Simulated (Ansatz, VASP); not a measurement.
**Cross-check of GaP between VASP and Ansatz**

Aim: how closely do two programs agree when they are given the same cell, functional and k mesh? The cell is a member of a volume series, scaled by 1.015 from a relaxed one, so a pressure remains.

Program: Ansatz 0.2.0. Level of theory: plane waves, with VASP 6.6.1 beside it; single point at PBEsol, single point at PBEsol with D3(BJ) and single point at r2SCAN with rVV10. Results are calculated unless marked as measured.

## Step 1: The structure

Symmetry: F-43m, No. 216, cubic system. Conventional cell: a = 5.462 Å, b = 5.462 Å, c = 5.462 Å, α = 90.00°, β = 90.00°, γ = 90.00°. Nearest to Ga lie 4 P at 2.36 Å. Nearest to P lie 4 Ga at 2.36 Å. Farther neighbours are not listed.

## Step 2: Ansatz: single point, PBEsol, volume scaled by 1.015

Ansatz runs on its default PAW (the set named soft_2) files.

A single point gives forces, pressure and levels at one fixed geometry, so differences don't come from the geometry; what else differs is listed under the comparison.

input.yaml reads:

```yaml
crystal:
  lattice:
    - [0.0, 2.7308481, 2.7308481]
    - [2.7308481, 0.0, 2.7308481]
    - [2.7308481, 2.7308481, 0.0]
  atoms:
    - { symbol: Ga, position: [0.0, 0.0, 0.0] }
    - { symbol: P, position: [0.75, 0.75, 0.75] }
hamiltonian:
  xc: pbesol
  pseudopotentials: { kind: paw }
kpoints:
  mp_grid: { grid: [8, 8, 8] }
scf:
  occupations: { method: gaussian, width: 0.03 }
  n_extra_bands: 4
output:
  forces: true
  stress: true
  eigenvalues: true
  write_density: true
  write_potential: true
  elf: true
  volumetric_format: npy
```

Launch:

```sh
$ ansatz run input.yaml --threads 2 --pin off --max-ram 4608MiB --backend cpu --events-out ev --progress --plain --runs-dir out
```

Numbers of over 12 decimals in the logs are rounded to 6 here.

Output:

```text
scf.n_extra_bands = 4 over 9 filled bands (N_el = 18.0): the run solves 13 bands
Engine: ansatz 0.2.0, aarch64-unknown-linux-gnu
Pseudopotentials: kind: paw
Pseudopotential: Ga, paw, valence charge 13, recommended cutoff 420 eV (normal), Ga.paw.azcp
Pseudopotential: P, paw, valence charge 5, recommended cutoff 420 eV (normal), P.paw.azcp
Functional definition: PBEsol
  exchange = pbesol_x
  correlation = pbesol_c
Crystal: 2 atoms, lattice volume = 40.731 Å³
Basis set: ecut = 420 eV, 821 PW (Γ), exchange–correlation on 54×54×54 points (8 copies of the dense FFT grid, shifted against one another)
Bands: 13, of which v1, the nominal top of the filled ones, is band 9 counted from 1 (8 counted from 0)
Symmetry: 24 space group operations
Space group: F-43m (ITA 216), of the structure as read, at distance tolerance 3.4e-5 Å
k-points: 29 of 512 (time reversal used)
Non-local potential: Ga, projectors of the file, l = 0: 2, l = 1: 2, l = 2: 3, l = 3: 1
Non-local potential: P, projectors of the file, l = 0: 2, l = 1: 2, l = 2: 2
PAW form: soft (Blöchl's): semilocal exchange-correlation on the pseudo side does not see the compensation charge
PAW frozen core: Ga, regenerated for the run's functional, and the local potential with it (the file was generated under x = pbe(κ = 0.804, μ = 0.219515), c = pbe(β = 0.066725))
PAW frozen core: P, regenerated for the run's functional, and the local potential with it (the file was generated under x = pbe(κ = 0.804, μ = 0.219515), c = pbe(β = 0.066725))
PAW one-centre angular grid: Ga, 590 points (default); XC on 64 Gauss nodes
PAW one-centre angular grid: P, 110 points (default); XC on 64 Gauss nodes
Initial density: superposition of atomic densities (neutral atoms: chi_scale 0, normalization atom), corrected by the library's trained network
Initial wavefunctions: pseudopotential atomic-orbital guess
Functional: x = pbesol(κ = 0.804, μ = 0.123457), c = pbesol(β = 0.046)
SCF iter   1: F=—  HF=-4484.058115 eV  |F-HF|=—  |Δ(HF+E_count)|=         —  Δρ=4.43e-3  dr2=1.32e-2  ethr=1.77e-3  ⟨swp⟩=6.5  Hψ=2567  notcnv=0
preconditioner: auto → none  [insulator: Δε(μ)=1.465 eV  Ē_g=15.408 eV  σ=0.030 eV  W_gap=1.00  n_scr=14 (ndim 8)  ℏωp=24.7 eV  f_vac=0.012  D(μ)=0.00/eV (n_scr^D=0)  ε∞_Penn≈3.6]
SCF iter   2: F=—  HF=-4484.053207 eV  |F-HF|=—  |Δ(HF+E_count)|=   4.91e-3  Δρ=1.69e-3  dr2=9.52e-4  ethr=7.32e-5  ⟨swp⟩=3.0  Hψ=863  notcnv=0
SCF iter   3: F=—  HF=-4484.053052 eV  |F-HF|=—  |Δ(HF+E_count)|=   1.56e-4  Δρ=5.08e-4  dr2=1.20e-4  ethr=5.29e-6  ⟨swp⟩=2.0  Hψ=736  notcnv=0
SCF iter   4: F=—  HF=-4484.053026 eV  |F-HF|=—  |Δ(HF+E_count)|=   2.55e-5  Δρ=2.49e-4  dr2=1.77e-5  ethr=6.66e-7  ⟨swp⟩=2.0  Hψ=636  notcnv=0
SCF iter   5: F=—  HF=-4484.053037 eV  |F-HF|=—  |Δ(HF+E_count)|=   1.10e-5  Δρ=3.79e-5  dr2=3.20e-7  ethr=9.86e-8  ⟨swp⟩=2.0  Hψ=471  notcnv=0
SCF iter   6: F=-4484.053038 eV  HF=-4484.053038 eV  |F-HF|=1.41e-8  |Δ(HF+E_count)|=   3.61e-7  Δρ=7.98e-6  dr2=1.46e-8  ethr=5.56e-10  ⟨swp⟩=11.0  Hψ=2905  notcnv=0
SCF 1 converged in 6 iterations: F = -4484.053038 eV  dr2 = 1.46e-8
  greatest PAW one-centre occupation: 0.994 electrons in one spin orbital (limit 2), on the Ga atom at site 0 (counted from 0), in its partial waves of l = 2
SCF converged after 6 iterations
Free energy (F): -4484.053038 eV
Harris-Foulkes:  -4484.053038 eV  (|F-HF|=1.41e-8)
Internal energy: -4484.053038 eV  (E = F + TS)
E sigma→0 (E₀):  -4484.053038 eV
Fermi energy:    7.680837 eV
--- Per-component energies (eV) ---
  E_band       = -61.444730
  E_kinetic    = 185.891867
  E_local      = -2205.891065  (includes V_loc(G=0)·N_el)
  E_nonlocal   = 460.091662
  E_hartree    = 1018.165815
  E_xc         = -129.544187
  E_vxc        = -118.847382  (∫ρ·V_xc dr)
  E_paw        = -2503.722006  (= ΣΔE_a)
  E_vpaw       = -419.017275  (= ΣTr[D̂ρ^β])
  E_aug_tail   = -0.000110  (compensation charges beyond the density's cutoff)
  E_ewald      = -1309.954088
  E_core_change = 0.909074  (= ΣΔE_core)
  E_smearing   = -0.000000  (= −TS)
  E_closure    = 0.000000  (closes the sum)
  Σ components = -4484.053038   (vs F -4484.053038, Δ=0.00e0)
--- Forces (eV/Å), atoms counted from 1 ---
  atom   1  Ga    -0.00000000     0.00000000    -0.00000000
  atom   2  P      0.00000000    -0.00000000    -0.00000000
  max |Σ_I F_I| component: 1.30e-16 eV/Å
--- Stress (GPa, compression-positive) ---
       -1.056707       0.000000      -0.000000
        0.000000      -1.056707       0.000000
       -0.000000       0.000000      -1.056707
  P = ⅓ Tr σ = -1.0567 GPa (-10.567 kbar)
--- Band table (eV; the first three rows and the last of 29) ---
  k-point 0: bands = [... 5 lower, -5.5563, 6.9172, 6.9172, 6.9172, 8.6108, 10.7370, 10.7370, 10.7370]
  k-point 1: bands = [... 5 lower, -5.3546, 5.2654, 6.6862, 6.6862, 9.2625, 11.0868, 11.0868, 11.2905]
  k-point 2: bands = [... 5 lower, -4.7824, 3.0181, 6.2526, 6.2526, 8.9680, 11.5895, 11.5895, 13.1358]
  k-point 28: bands = [... 5 lower, -2.4954, 0.3506, 3.3193, 3.4712, 11.5116, 11.7151, 12.9079, 12.9397]
```

Wall time 1.1 s (2 threads of Arm Neoverse V2, shared host); peak memory 0.3 GiB.

The run ends at a pressure of -1.06 GPa.

## Step 3: VASP: single point, PBEsol, volume scaled by 1.015

The same cell, functional, mesh and smearing now go to VASP, with its own data sets and cutoff.

Lines of VASP's logs that name or quote its potential files are left out, and so is its time.

The input asks for a relaxation, which ended at its first step since no free force or stress exceeded the threshold; so it serves as a single point.

INCAR reads:

```
SYSTEM = GaP
PREC = Accurate
ENCUT = 450
EDIFF = 1E-06
NELM = 100
ISMEAR = 0
SIGMA = 0.03
LREAL = .FALSE.
ALGO = Normal
GGA = PS
NBANDS = 15
LORBIT = 11
LWAVE = .FALSE.
LCHARG = .FALSE.
KPAR = 4
IBRION = 2
NSW = 30
ISIF = 4
EDIFFG = -0.01
```

POSCAR reads:

```
GaP
1.0
    0.0000000000      2.7308480990      2.7308480990
    2.7308480990      0.0000000000      2.7308480990
    2.7308480990      2.7308480990      0.0000000000
Ga P
1 1
Direct
    0.0000000000      0.0000000000      0.0000000000
    0.7500000000      0.7500000000      0.7500000000
```

KPOINTS reads:

```
Automatic mesh
0
Gamma
8 8 8
0 0 0
```

The projector-augmented-wave data sets are Ga_d and P (PBE family, release 64).

Launch:

```sh
$ mpirun -np 4 vasp_std
```

Output:

```text
[banner, memory and clock lines left out]
running    4 mpi-ranks, on    1 nodes
 distrk:  each k-point on    1 cores,    4 groups
 distr:  one band on    1 cores,    1 groups

 POSCAR found type information on POSCAR GaP
 POSCAR found :  2 types and       2 ions
|                                                                             |
|               ----> ADVICE to this user running VASP <----                  |
|                                                                             |
|     You enforced a specific xc type in the INCAR file but a different       |
|     [... a line on the potential file left out ...]
|     I HOPE YOU KNOW WHAT YOU ARE DOING!                                     |
|                                                                             |

 LDA part: xc-table for (Slater+PW92), standard interpolation
 POSCAR, INCAR and KPOINTS ok, starting setup
 FFT: planning ... GRIDC
 FFT: planning ... GRID_SOFT
 FFT: planning ... GRID
 WAVECAR not read
 entering main loop
       N       E                     dE             d eps       ncg     rms          rms(c)
DAV:   1     0.771105052752E+02    0.77111E+02   -0.85122E+03   894   0.160E+03
DAV:   2    -0.443156042354E+01   -0.81542E+02   -0.78033E+02  1003   0.301E+02
DAV:   3    -0.101083713905E+02   -0.56768E+01   -0.56597E+01  1073   0.654E+01
DAV:   4    -0.101990028520E+02   -0.90631E-01   -0.90612E-01  1056   0.898E+00
DAV:   5    -0.102009850189E+02   -0.19822E-02   -0.19820E-02  1144   0.115E+00    0.409E+00
DAV:   6    -0.995941760683E+01    0.24157E+00   -0.37048E-01  1333   0.119E+01    0.259E+00
DAV:   7    -0.992189572336E+01    0.37522E-01   -0.81985E-02  1178   0.231E+00    0.978E-01
DAV:   8    -0.991906822348E+01    0.28275E-02   -0.12304E-02  1059   0.135E+00    0.165E-01
DAV:   9    -0.991922690963E+01   -0.15869E-03   -0.10251E-03  1278   0.450E-01    0.627E-02
DAV:  10    -0.991925093433E+01   -0.24025E-04   -0.56460E-05  1295   0.801E-02    0.258E-02
DAV:  11    -0.991927750493E+01   -0.26571E-04   -0.27645E-05  1017   0.547E-02    0.527E-03
DAV:  12    -0.991927746837E+01    0.36563E-07   -0.94797E-07   828   0.122E-02
   1 F= -.99192775E+01 E0= -.99192775E+01  d E =-.991928E+01
 curvature:   0.00 expect dE= 0.000E+00 dE for cont linesearch  0.000E+00
 trial: gam= 0.00000 g(F)=  0.518E-46 g(S)=  0.334E-33 ort = 0.000E+00 (trialstep = 0.100E+01)
 search vector abs. value=  0.100E-09
 reached required accuracy - stopping structural energy minimisation
```

Parts of OUTCAR (step 3):

```text
ion  position               nearest neighbor table
   1  0.000  0.000  0.000-   2 2.36   2 2.36   2 2.36   2 2.36
   2  0.750  0.750  0.750-   1 2.36   1 2.36   1 2.36   1 2.36

  LATTYP: Found a face centered cubic cell.
 ALAT       =     5.4616961980

 Subroutine GETGRP returns: Found 24 space group operations
 (whereof 24 operations were pure point group operations)

The static configuration has the point symmetry T_d .

 Found     29 irreducible k-points:

   k-points           NKPTS =     29   k-points in BZ     NKDIM =     29   number of bands    NBANDS=     15

   dimension x,y,z NGX =    28 NGY =   28 NGZ =   28
   dimension x,y,z NGXF=    56 NGYF=   56 NGZF=   56

   ENCUT  =  450.0 eV  33.07 Ry    5.75 a.u.   6.68  6.68  6.68*2*pi/ulx,y,z

   NELECT =      18.0000    total number of electrons

 k-points in reciprocal lattice and weights: Automatic mesh
   0.00000000  0.00000000  0.00000000       0.002
   0.12500000  0.00000000  0.00000000       0.016
   0.25000000  0.00000000  0.00000000       0.016
   0.37500000  0.00000000  0.00000000       0.016
   0.50000000  0.00000000  0.00000000       0.008
   0.12500000  0.12500000  0.00000000       0.012
   0.25000000  0.12500000  0.00000000       0.047
   0.37500000  0.12500000  0.00000000       0.047
   0.50000000  0.12500000  0.00000000       0.047
[...]
-0.37500000  0.50000000  0.12500000       0.023
  -0.25000000  0.50000000  0.25000000       0.012

 average (electrostatic) potential at core
       1 -65.2517       2 -83.4565

 E-fermi :   4.6853

 k-point     1 :       0.0000    0.0000    0.0000
  band No.  band energies     occupation
    ...
      5      -9.9255      2.00000
      6      -7.9722      2.00000
      7       4.5052      2.00000
      8       4.5052      2.00000
      9       4.5052      2.00000
     10       6.2051      0.00000
     11       8.3337      0.00000
     12       8.3337      0.00000
     13       8.3337      0.00000
     14      13.0444      0.00000
    ...

 k-point     2 :       0.1250    0.0000    0.0000
  band No.  band energies     occupation
    ...
      5      -9.9256      2.00000
      6      -7.7701      2.00000
      7       2.8533      2.00000
      8       4.2739      2.00000
      9       4.2739      2.00000
     10       6.8554      0.00000
     11       8.6847      0.00000
     12       8.6847      0.00000
     13       8.8875      0.00000
     14      13.6143      0.00000
    ...

 k-point     3 :       0.2500    0.0000    0.0000
  band No.  band energies     occupation
    ...
      5      -9.9244      2.00000
      6      -7.1969      2.00000
      7       0.6049      2.00000
      8       3.8400      2.00000
      9       3.8400      2.00000
     10       6.5597      0.00000
     11       9.1895      0.00000
     12       9.1896      0.00000
     13      10.7345      0.00000
     14      13.4198      0.00000
    ...

  Total       -0.3144973     -0.3144973     -0.3144973     -0.0000000      0.0000000      0.0000000
  in kB      -12.3710001    -12.3710001    -12.3710001     -0.0000000      0.0000000      0.0000000
  external PRESSURE =     -12.3710001 kB  Pullay stress =       0.0000000 kB

  energy-cutoff  :      450.00
  volume of cell :       40.73
      direct lattice vectors                 reciprocal lattice vectors
     0.000000000  2.730848099  2.730848099    -0.183093304  0.183093304  0.183093304
     2.730848099  0.000000000  2.730848099     0.183093304 -0.183093304  0.183093304
     2.730848099  2.730848099  0.000000000     0.183093304  0.183093304 -0.183093304

 POSITION                                       TOTAL-FORCE (eV/Angst)
 -----------------------------------------------------------------------------------
      0.00000      0.00000      0.00000        -0.000000      0.000000      0.000000
      4.09627      4.09627      4.09627         0.000000     -0.000000     -0.000000
 -----------------------------------------------------------------------------------
    total drift:                               -0.000001     -0.000001     -0.000001

  FREE ENERGIE OF THE ION-ELECTRON SYSTEM (eV)
  ---------------------------------------------------
  free  energy   TOTEN  =        -9.9192774684 eV

  energy  without entropy=       -9.9192774684  energy(sigma->0) =       -9.91927747

 reached required accuracy - stopping structural energy minimisation

 total charge
# of ion       s       p       d       tot
------------------------------------------
    1        0.864   0.847  10.011  11.722
    2        1.018   1.504   0.000   2.522
--------------------------------------------------
tot          1.882   2.351  10.011  14.244

[... 3 further parts left out ...]
```

CONTCAR:

```
GaP
   1.00000000000000
     0.0000000000000000    2.7308480990000001    2.7308480990000001
     2.7308480990000001    0.0000000000000000    2.7308480990000001
     2.7308480990000001    2.7308480990000001    0.0000000000000000
  Ga              P
     1     1
Direct
     0.0000000000000000    0.0000000000000000    0.0000000000000000
     0.7500000000000000    0.7500000000000000    0.7500000000000000
```

## Step 4: Comparison

Known differences besides the potentials themselves: the cutoff is 420 eV in Ansatz and 450 eV in VASP; Ansatz makes its cores anew for this functional, VASP keeps those of its PBE data sets; VASP leaves aspherical gradient terms in its spheres out (LASPH is not set), Ansatz keeps them. Total energies have different zeros and are not compared.

The two programs side by side:

```
              quantity  Ansatz   VASP  difference
        pressure (GPa)   -1.06  -1.24       +0.18
gap on the k mesh (eV)   1.527  1.530      -0.003
```

A gap on the mesh is an upper bound, since the band edges may lie between its points. Ansatz's pressure holds a Pulay correction of 0.04 GPa; VASP's holds none.

## Step 5: Ansatz: single point, PBEsol with D3(BJ), volume scaled by 1.015

A single point gives forces, pressure and levels at one fixed geometry, so differences don't come from the geometry; what else differs is listed under the comparison. The cell compared in this pair holds 39.68 Å³, against 40.73 Å³ for the pair before.

The cell is a member of a volume series, scaled by 1.015 from a relaxed one, so a pressure remains.

input.yaml, the sections that differ from step 2:

```yaml
crystal:
  lattice:
    - [0.0, 2.70717228, 2.70717228]
    - [2.70717228, 0.0, 2.70717228]
    - [2.70717228, 2.70717228, 0.0]
  atoms:
    - { symbol: Ga, position: [0.0, 0.0, 0.0] }
    - { symbol: P, position: [0.75, 0.75, 0.75] }
hamiltonian:
  xc: pbesol
  pseudopotentials: { kind: paw }
  dispersion: d3bj
# kpoints, scf, output: as in step 2
```

Launch:

```sh
$ ansatz run input.yaml --threads 2 --pin off --max-ram 4608MiB --backend cpu --events-out ev --progress --plain --runs-dir out
```

Output:

```text
[...]
Crystal: 2 atoms, lattice volume = 39.681 Å³
Basis set: ecut = 420 eV, 749 PW (Γ), exchange–correlation on 54×54×54 points (8 copies of the dense FFT grid, shifted against one another)
Bands: 13, of which v1, the nominal top of the filled ones, is band 9 counted from 1 (8 counted from 0)
Symmetry: 24 space group operations
[...]
k-points: 29 of 512 (time reversal used)
[...]
--- Band table (eV; the first three rows and the last of 29) ---
  k-point 0: bands = [... 5 lower, -5.4228, 7.2501, 7.2501, 7.2501, 9.1577, 11.0617, 11.0617, 11.0617]
  k-point 1: bands = [... 5 lower, -5.2139, 5.5932, 7.0090, 7.0090, 9.7354, 11.4235, 11.4235, 11.6837]
  k-point 2: bands = [... 5 lower, -4.6213, 3.2916, 6.5600, 6.5600, 9.3897, 11.9344, 11.9344, 13.6026]
  k-point 28: bands = [... 5 lower, -2.2295, 0.5692, 3.5267, 3.6756, 11.8502, 12.1600, 13.2665, 13.3168]
[key lines of the parts left out:]
SCF converged after 6 iterations
Free energy (F): -4484.626864 eV
Fermi energy:    7.986053 eV
P = ⅓ Tr σ = -1.1281 GPa (-11.281 kbar)
```

The job ended after 1.1 s (2 threads; peak memory 0.3 GiB).

The run ends at a pressure of -1.13 GPa.

## Step 6: VASP: single point, PBEsol with D3(BJ), volume scaled by 1.015

The same cell, functional, mesh and smearing now go to VASP, with its own data sets and cutoff.

The input asks for a relaxation, which ended at its first step since no free force or stress exceeded the threshold; so it serves as a single point.

INCAR: that of step 3 with these lines changed.

```diff
@@ -10,2 +10,3 @@
 GGA = PS
+IVDW = 12
 NBANDS = 15
```

POSCAR reads:

```
GaP
1.0
    0.0000000000      2.7071722842      2.7071722842
    2.7071722842      0.0000000000      2.7071722842
    2.7071722842      2.7071722842      0.0000000000
Ga P
1 1
Direct
    0.0000000000      0.0000000000      0.0000000000
    0.7500000000      0.7500000000      0.7500000000
```

KPOINTS is that of step 3.

Launch:

```sh
$ mpirun -np 4 vasp_std
```

Output:

```text
[banner, memory and clock lines left out]
running    4 mpi-ranks, on    1 nodes
[...]
[... a notice as in an earlier step ...]

 LDA part: xc-table for (Slater+PW92), standard interpolation
 POSCAR, INCAR and KPOINTS ok, starting setup
[...]
entering main loop
       N       E                     dE             d eps       ncg     rms          rms(c)
DAV:   1     0.744151870024E+02    0.74415E+02   -0.87563E+03   894   0.159E+03
DAV:   2    -0.456038628844E+01   -0.78976E+02   -0.75488E+02   961   0.297E+02
DAV:   3    -0.101268996211E+02   -0.55665E+01   -0.55468E+01  1101   0.648E+01
DAV:   4    -0.102099899608E+02   -0.83090E-01   -0.83063E-01  1050   0.856E+00
[...]
DAV:  10    -0.991945866767E+01   -0.19194E-04   -0.58970E-05  1336   0.830E-02    0.264E-02
DAV:  11    -0.991948404622E+01   -0.25379E-04   -0.26318E-05  1038   0.548E-02    0.561E-03
DAV:  12    -0.991948399519E+01    0.51032E-07   -0.97727E-07   800   0.131E-02
   1 F= -.10493332E+02 E0= -.10493332E+02  d E =-.104933E+02
[...]
reached required accuracy - stopping structural energy minimisation
```

From OUTCAR (step 6):

```text
 Edisp (eV)   -0.57385

  Total      -0.32709    -0.32709    -0.32709     0.00000    -0.00000     0.00000
  in kB     -13.20675   -13.20675   -13.20675     0.00000    -0.00000     0.00000
  external pressure =      -13.21 kB  Pullay stress =        0.00 kB

 POSITION                                       TOTAL-FORCE (eV/Angst)
 -----------------------------------------------------------------------------------
      0.00000      0.00000      0.00000        -0.000000     -0.000000     -0.000000
      4.06076      4.06076      4.06076         0.000000      0.000000      0.000000
 -----------------------------------------------------------------------------------
    total drift:                               -0.000000     -0.000000     -0.000000

  FREE ENERGIE OF THE ION-ELECTRON SYSTEM (eV)
  ---------------------------------------------------
  free  energy   TOTEN  =       -10.4933323219 eV

  energy  without entropy=      -10.4933323219  energy(sigma->0) =      -10.49333232

[... 2 parts as in an earlier step ...]

[... 2 further parts left out ...]
[key lines of the parts left out:]
E-fermi :   4.9612
```

## Step 7: Comparison

Both answers:

```
              quantity  Ansatz   VASP  difference
        pressure (GPa)   -1.13  -1.32       +0.19
gap on the k mesh (eV)   1.472  1.475      -0.003
```

A gap on the mesh is an upper bound, since the band edges may lie between its points. Ansatz's pressure holds a Pulay correction of 0.04 GPa; VASP's holds none.

(Continued in part 2 of 2.)

[Lines on the potential files, build, host, timing and source positions are cut from VASP's logs without a mark.]

[Logs are printed without paths, hosts, clocks, repeated set-up lines and the standing remarks that a program may print on its own settings, such as how far it seeks lower states.]

[Hosts, paths, dates, database ids (printed as entryN), source tags and the programs' standing remarks are cut or masked in the printed files.]
